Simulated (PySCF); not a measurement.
Identify the unknown among the candidates.

All candidates are C4H6.

* UV, strongest line: among the 8 lowest singlet transitions: S5 at 7.54 eV (165 nm, f = 0.050) [TDDFT CAM-B3LYP/def2-SVPD]
* Rotational structure: rotational constants A, B, C: 27.049, 4.663, 4.185 GHz [GFN2-xTB]
* Triplet: lowest triplet excitation (Tamm–Dancoff): 5.54 eV [TDA CAM-B3LYP/def2-SVPD]
* Dipole: 0.80 D [CAM-B3LYP/def2-SVPD]
* Polarisability: 47.0 au [CAM-B3LYP/def2-SVPD]
* UV, first state: lowest singlet excitation: 6.69 eV (185 nm, f = 0.000) [TDDFT CAM-B3LYP/def2-SVPD]

Electronic properties: PySCF, gas phase, density fitting. Levels stand in brackets. Isolated species at its GFN2-xTB geometry, gas phase.

Question: Which candidate is it?
A. `C=CC=C`
B. `C#CCC`
C. `C=C1CC1`

Answer: B. It is `C#CCC`. Numbering: `[CH:1]#[C:2][CH2:3][CH3:4]`. Its formula, C4H6, gives 2 degrees of unsaturation: 0 rings and 2 π bonds in the structure found. The optimised geometry has point group Cs and is an asymmetric top.

The others, at the same levels:
- `C=CC=C` fails: its computed lowest singlet excitation is 6.02 eV (206 nm, f = 0.717) (against 6.69 eV), lowest triplet excitation (Tamm–Dancoff) is 3.27 eV (against 5.54 eV) and static isotropic polarisability is 53.9 au (against 47.0 au).
- `C=C1CC1` fails: its computed lowest triplet excitation (Tamm–Dancoff) is 4.48 eV (against 5.54 eV), rotational constant A is 19.942 GHz (against 27.049 GHz) and smallest rotational constant is 5.513 GHz (against 4.185 GHz).

Each candidate is one conformer, not necessarily the lowest. The conformers computed, where there is a choice (atom-mapped SMILES and torsion angles):
- `[CH2:1]=[CH:2][CH:3]=[CH2:4]`: C1–C2–C3–C4 180°
